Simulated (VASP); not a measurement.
Here is a VASP 6.6.1 calculation.

The input POSCAR:

```
MgB2
1.0
    3.0850000000      0.0000000000      0.0000000000
   -1.5425000000      2.6716883707      0.0000000000
    0.0000000000      0.0000000000      3.5230000000
Mg B
1 2
Direct
    0.0000000000      0.0000000000      0.0000000000
    0.6666666667      0.3333333333      0.5000000000
    0.3333333333      0.6666666667      0.5000000000
```

Contents of INCAR.step1:

```
PREC = Accurate
ENCUT = 600
EDIFF = 1E-8
ISMEAR = 0
SIGMA = 0.02
LREAL = F
LASPH = T
NELM = 60
ALGO = Normal
ISIF = 3
LWAVE = F
LCHARG = F
IBRION = 2
NSW = 40
EDIFFG = -0.002
```

Contents of INCAR.step2:

```
PREC = Accurate
ENCUT = 600
EDIFF = 1E-8
ISMEAR = 0
SIGMA = 0.02
LREAL = F
LASPH = T
NELM = 60
ALGO = Normal
ISIF = 3
LWAVE = F
LCHARG = F
IBRION = 6
NFREE = 2
POTIM = 0.015
NSW = 1
```

File KPOINTS:

```
Automatic mesh
0
Gamma
  7 7 6
```

Potentials or basis: VASP PAW LDA potentials, release 64 (Mg, B).

Command:

```bash
$ cat potpaw_LDA.64/Mg/POTCAR potpaw_LDA.64/B/POTCAR > POTCAR
$ cp INCAR.step1 INCAR
$ mpirun -np 1 vasp_std > vasp.out
$ cp CONTCAR POSCAR
$ cp INCAR.step2 INCAR
$ mpirun -np 1 vasp_std > vasp.out
```

**Question.** Estimate the Voigt bulk modulus.

**Answer.** 167 GPa.

**Question.** Predict the highest phonon frequency at Γ, LO-TO splitting left out.

**Answer.** 705 cm⁻¹.

**Question.** Predict the relaxed cell.

**Answer.** a = 3.026 Å, b = 3.026 Å, c = 3.466 Å, α = 90.00°, β = 90.00°, γ = 120.00°.

**Question.** Predict the relaxed volume.

**Answer.** 9.16 Å³/atom.

**Question.** What does it give for the space group after relaxing (to 0.05 Å)?

**Answer.** P6/mmm (No. 191).

Final structure:
```
CELL_PARAMETERS angstrom
3.02639 0.00000 0.00000
-1.51319 2.62093 0.00000
0.00000 0.00000 3.46593
ATOMIC_POSITIONS crystal
Mg 0.00000 0.00000 0.00000
B 0.66667 0.33333 0.50000
B 0.33333 0.66667 0.50000
```
